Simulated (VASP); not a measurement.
Write the native input for VASP 6.6.1 that does the following.

| Property | Result |
| --- | --- |
| Task | single point |
| Functional | r2SCAN |
| Potentials or basis | VASP PAW PBE potentials, release 64 (Ta_pv) |
| Cutoff | 520 eV |
| k mesh | 3 × 3 × 3 |
| Occupations | gaussian, width 0.1 eV |
| Spin | no spin polarisation |
| Dipole correction | no |
| Further INCAR settings | ALGO = Normal; EDIFF = 1e-07; NBANDS = 78 |

Ta:

```
CELL_PARAMETERS angstrom
3.41912 1.97403 5.83098
-3.41912 1.97403 5.83098
0.00000 -3.94806 5.83098
ATOMIC_POSITIONS crystal
Ta 0.01019 0.65361 0.01019
Ta 0.01019 0.01019 0.65361
Ta 0.65361 0.01019 0.01019
Ta 0.98981 0.34639 0.98981
Ta 0.34639 0.98981 0.98981
Ta 0.98981 0.98981 0.34639
Ta 0.22118 0.63060 0.22118
Ta 0.22118 0.22118 0.63060
Ta 0.63060 0.22118 0.22118
Ta 0.77882 0.36940 0.77882
Ta 0.36940 0.77882 0.77882
Ta 0.77882 0.77882 0.36940
```

The cell was built by a generator and needn't be a form met in nature.

One way to write it, as run:

POSCAR

```
Ta
1.0
    3.4191216666      1.9740308146      5.8309774820
   -3.4191216666      1.9740308146      5.8309774820
    0.0000000000     -3.9480616291      5.8309774820
Ta
12
Direct
    0.0101900000      0.6536100000      0.0101900000
    0.0101900000      0.0101900000      0.6536100000
    0.6536100000      0.0101900000      0.0101900000
    0.9898100000      0.3463900000      0.9898100000
    0.3463900000      0.9898100000      0.9898100000
    0.9898100000      0.9898100000      0.3463900000
    0.2211800000      0.6306000000      0.2211800000
    0.2211800000      0.2211800000      0.6306000000
    0.6306000000      0.2211800000      0.2211800000
    0.7788200000      0.3694000000      0.7788200000
    0.3694000000      0.7788200000      0.7788200000
    0.7788200000      0.7788200000      0.3694000000
```

INCAR.step1

```
PREC = Accurate ; ENCUT = 520
ISMEAR = 0 ; SIGMA = 0.1
LREAL = False ; LASPH = True
NELM = 100 ; NBANDS = 78
GGA = PE ; ALGO = Normal
EDIFF = 1E-4 ; LWAVE = True
LCHARG = False
```

INCAR.step2

```
PREC = Accurate ; ENCUT = 520
EDIFF = 1E-7 ; ISMEAR = 0
SIGMA = 0.1 ; LREAL = False
LASPH = True ; NELM = 100
ALGO = Normal ; ISIF = 2
LWAVE = False ; LCHARG = True
METAGGA = R2SCAN ; LMIXTAU = True
LELF = True ; LVHAR = True
NBANDS = 78 ; ISTART = 1
```

KPOINTS

```
regular mesh
0
Gamma
  3 3 3
```

Potentials or basis: VASP PAW PBE potentials, release 64 (Ta_pv).

Run with:

```sh
$ cat potpaw_PBE.64/Ta_pv/POTCAR > POTCAR
$ cp INCAR.step1 INCAR
$ mpirun -np 1 vasp_std > vasp.out
$ cp INCAR.step2 INCAR
$ mpirun -np 1 vasp_std > vasp.out
```

Results of the run:

| Item | Value |
| --- | --- |
| Pressure | 52.8 GPa |
| Largest force | 5.023 eV/Å |
| Band gap on the k mesh | none (metal or under the smearing width) |

Caveat: the k mesh is coarse (spacing up to 0.37 Å⁻¹), so the values aren't converged; a pressure of tens of GPa on the cell as given is suspect, and the run, the potentials or the cell itself is likely at fault; the PAW data sets were made with another functional, which shifts forces and pressure a little.

Run time: 13 min on 1 thread of Intel(R) Xeon(R) Platinum 8559C (Emerald Rapids) (shared host), peak memory 0.43 GiB.
